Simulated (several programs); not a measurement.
## Many methods on one cell: KI (zincblende)

KI in the zincblende structure, relaxed with r2SCAN in Ansatz, was computed with several methods. Space group F-43m (No. 216), cubic; conventional cell a = 7.932 Å, 62.38 Å³ an atom. K is surrounded by 4 I at 3.43 Å; I is surrounded by 4 K at 3.43 Å. Note: simulated data, non-magnetic, for a generated structure that need not be the stable one.

```xyz
2
Lattice="0.0000 3.9659 3.9659 3.9659 0.0000 3.9659 3.9659 3.9659 0.0000" Properties=species:S:1:pos:R:3 pbc="T T T"
K     0.0000    0.0000    0.0000
I     1.9829    1.9829    1.9829
```

Gaps and times are for a single point on this cell; volume and bulk modulus come from each method's own relaxation or energy curve at fixed shape. Times are rough, from shared hosts (Arm Neoverse V1; Arm Neoverse V2; Intel Xeon Platinum 8488C), and each method has its own mesh and cell size. A dagger marks a closed or tiny gap in a crystal that DFT finds insulating: a failure of the method or a wrong SCF state. A star marks a curve whose lowest point is an end point. PM6 (MOPAC), PM7 (MOPAC), GFN1-xTB (tblite), GFN2-xTB (tblite) treat a cluster of cells at its zone centre, which samples few k points: where these miss a band edge, the gap comes out too large for that reason alone. Gaps from k meshes are read at a limited set of points (mesh, symmetry points, PBE's band edges), so each method's own least gap may be somewhat smaller. Force fields have no electrons; where one was fitted to this phase, its volume and modulus reflect the fit. xTB and the PM methods were fitted mostly to molecules, and can miss a solid's gap by electronvolts. Minimal bases can be far off for gaps. Times of the plane-wave rungs are withheld (a dash), since they come from other jobs, hosts and meshes; the meshes of hybrids and Hartree-Fock don't converge their gaps to the digits shown. GLLB-SC's gap includes the derivative discontinuity. G0W0 is at finite bands, cutoff and mesh. d marks a direct gap, i an indirect one (no mark: not told apart), a dash a value that wasn't computed or didn't pass its checks.

```csv
method,kind,gap (eV),own volume (Å³/atom),bulk modulus (GPa),atoms computed,processor time
PBEsol,semilocal,–,60.22,–,2,–
ffield.eim (LAMMPS),force field,–,–,–,2,0.14 s
PM7 (MOPAC),semi-empirical,10.40,–,–,cluster,0.22 s
PM6 (MOPAC),semi-empirical,8.14,–,–,cluster,0.24 s
GFN1-xTB (tblite),tight binding,0.02†,–,–,cluster,0.7 s
GFN2-xTB (tblite),tight binding,3.11,69.52*,–,cluster,0.74 s
"light PBE (260 eV, its own mesh)",light plane-wave,3.90 i,–,–,2,0.88 s
PBE,semilocal,3.93 d,63.87,7,2,–
LDA,semilocal,3.64 d,55.66,–,2,–
PBE/SZV (CP2K),small basis,3.05 d,64.83,8,2,6.5 s
PBE/single zeta (GPAW),small basis,3.55 d,–,–,2,6.6 s
r2SCAN,semilocal,4.47 d,62.38,8,2,–
PBE/DZVP (CP2K),small basis,3.90 d,64.25,7,2,11 s
GLLB-SC (GPAW),model potential,8.35,–,–,2,14 s
PBE+SOC,semilocal,3.65 d,–,–,2,–
LC-ωPBE,hybrid,9.75 d,–,–,2,–
G0W0@r2SCAN (180 eV screening cutoff),many-body,6.75,–,–,2,–
G0W0@PBE (260 eV screening cutoff),many-body,6.46,–,–,2,–
G0W0@PBE0 (180 eV screening cutoff),many-body,7.13,–,–,2,–
G0W0@HSE06 (180 eV screening cutoff),many-body,6.90,–,–,2,–
PBE0,hybrid,5.59 d,–,–,2,–
HSE06,hybrid,4.88 d,63.10,–,2,–
DDH-PBE0,hybrid,6.97 d,–,–,2,–
r2SCAN0,hybrid,5.85 d,–,–,2,–
G0W0@LDA (140 eV screening cutoff),many-body,6.24,–,–,2,–
HSE06+SOC,hybrid,4.57 d,–,–,2,–
```

Against HSE06 (4.88 eV) and with closed or daggered gaps left aside, the nearest gap at the points sampled is that of HSE06+SOC (-0.31 eV) and the farthest that of PM7 (MOPAC) (+5.52 eV). HSE06 is only a yardstick of convenience: for gaps this wide it usually falls short of measured ones, so a larger value can be the better one.

Volumes against r2SCAN's: PBEsol -3.5 %, PBE +2.4 %, LDA -10.8 %, PBE/SZV (CP2K) +3.9 %, PBE/DZVP (CP2K) +3.0 %, HSE06 +1.2 %.

Only the rows marked +SOC include spin-orbit coupling.
